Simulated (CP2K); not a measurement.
Input of a CP2K 2026.2 run:

Contents of al2o3_bands.inp:

```
&GLOBAL
  PROJECT al2o3_bands
  RUN_TYPE ENERGY_FORCE
  PRINT_LEVEL LOW
&END GLOBAL
&FORCE_EVAL
  METHOD QS
  STRESS_TENSOR ANALYTICAL
  &DFT
    BASIS_SET_FILE_NAME BASIS_MOLOPT_UZH
    POTENTIAL_FILE_NAME POTENTIAL_UZH
    &MGRID
      CUTOFF 600
      REL_CUTOFF 60
      NGRIDS 4
    &END MGRID
    &QS
      METHOD GPW
      EPS_DEFAULT 1.0E-9
    &END QS
    &KPOINTS
      SCHEME MONKHORST-PACK 11 11 3
      GAMMA_CENTERED T
      SYMMETRY T
      SYMMETRY_BACKEND SPGLIB
    &END KPOINTS
    &SCF
      SCF_GUESS ATOMIC
      EPS_SCF 1.0E-6
      MAX_SCF 100
      ADDED_MOS 16
      CHOLESKY OFF
      EPS_EIGVAL 1.0E-7
      &DIAGONALIZATION ON
        ALGORITHM STANDARD
      &END DIAGONALIZATION
      &MIXING ON
        METHOD BROYDEN_MIXING
        ALPHA 0.4
        BETA 1.5
        NBUFFER 8
      &END MIXING
      &SMEAR ON
        METHOD FERMI_DIRAC
        ELECTRONIC_TEMPERATURE [K] 300.557
      &END SMEAR
    &END SCF
    &XC
      &XC_FUNCTIONAL
        &GGA_X_PBE_SOL
        &END GGA_X_PBE_SOL
        &GGA_C_PBE_SOL
        &END GGA_C_PBE_SOL
      &END XC_FUNCTIONAL
    &END XC
    &PRINT
      &KPOINTS ON
      &END KPOINTS
      &MULLIKEN ON
      &END MULLIKEN
      &MO ON
        ENERGIES T
        OCCUPATION_NUMBERS T
        &EACH
          QS_SCF 0
        &END EACH
        ADD_LAST NUMERIC
      &END MO
      &BAND_STRUCTURE
        FILE_NAME bands.bs
        ADDED_MOS 4
        &KPOINT_SET
          UNITS B_VECTOR
          NPOINTS 8
          SPECIAL_POINT GAMMA 0.00000000 0.00000000 0.00000000
          SPECIAL_POINT M 0.50000000 0.00000000 0.00000000
          SPECIAL_POINT K 0.33333333 0.33333333 0.00000000
          SPECIAL_POINT GAMMA 0.00000000 0.00000000 0.00000000
          SPECIAL_POINT A 0.00000000 0.00000000 0.50000000
          SPECIAL_POINT L 0.50000000 0.00000000 0.50000000
          SPECIAL_POINT H 0.33333333 0.33333333 0.50000000
          SPECIAL_POINT A 0.00000000 0.00000000 0.50000000
        &END KPOINT_SET
        &KPOINT_SET
          UNITS B_VECTOR
          NPOINTS 8
          SPECIAL_POINT L 0.50000000 0.00000000 0.50000000
          SPECIAL_POINT M 0.50000000 0.00000000 0.00000000
        &END KPOINT_SET
        &KPOINT_SET
          UNITS B_VECTOR
          NPOINTS 8
          SPECIAL_POINT K 0.33333333 0.33333333 0.00000000
          SPECIAL_POINT H 0.33333333 0.33333333 0.50000000
        &END KPOINT_SET
      &END BAND_STRUCTURE
    &END PRINT
  &END DFT
  &SUBSYS
    &CELL
      A 2.8843249483 0.0000000000 0.0000000000
      B -1.4421624742 2.4978986780 0.0000000000
      C 0.0000000000 0.0000000000 9.3367544600
      PERIODIC XYZ
    &END CELL
    &COORD
      SCALED
      Al  0.0000000000 0.0000000000 0.8500076700
      Al  0.0000000000 0.0000000000 0.1499923300
      O   0.3333333333 0.6666666667 0.7776830800
      O   0.6666666667 0.3333333333 0.0000000000
      O   0.3333333333 0.6666666667 0.2223169200
    &END COORD
    &KIND Al
      BASIS_SET TZVP-MOLOPT-PBE-GTH-q3
      POTENTIAL GTH-PBE-q3
    &END KIND
    &KIND O
      BASIS_SET TZVP-MOLOPT-PBE-GTH-q6
      POTENTIAL GTH-PBE-q6
    &END KIND
    &PRINT
      &ATOMIC_COORDINATES ON
      &END ATOMIC_COORDINATES
      &CELL ON
      &END CELL
    &END PRINT
  &END SUBSYS
  &PRINT
    &FORCES ON
    &END FORCES
    &STRESS_TENSOR ON
    &END STRESS_TENSOR
  &END PRINT
&END FORCE_EVAL
```

Potentials or basis: POTENTIAL_UZH Al GTH-PBE-q3, O GTH-PBE-q6; TZVP-MOLOPT-PBE-GTH basis.

The run is started by

```bash
$ OMP_NUM_THREADS=1 mpirun -n 3 cp2k.psmp -i al2o3_bands.inp -o al2o3_bands.out
```

(1) Predict the pressure.

(2) Estimate the largest force.

(3) What does it give for the Mulliken charges?

## Answers

(1) -1.4 GPa.

(2) 0.038 eV/Å.

(3) Al +1.49; O -0.87, -1.23 e.

Caveat: the potentials were made for another functional, which shifts forces and pressure; the basis of atomic orbitals isn't converged, which shifts pressures, moduli and gaps.
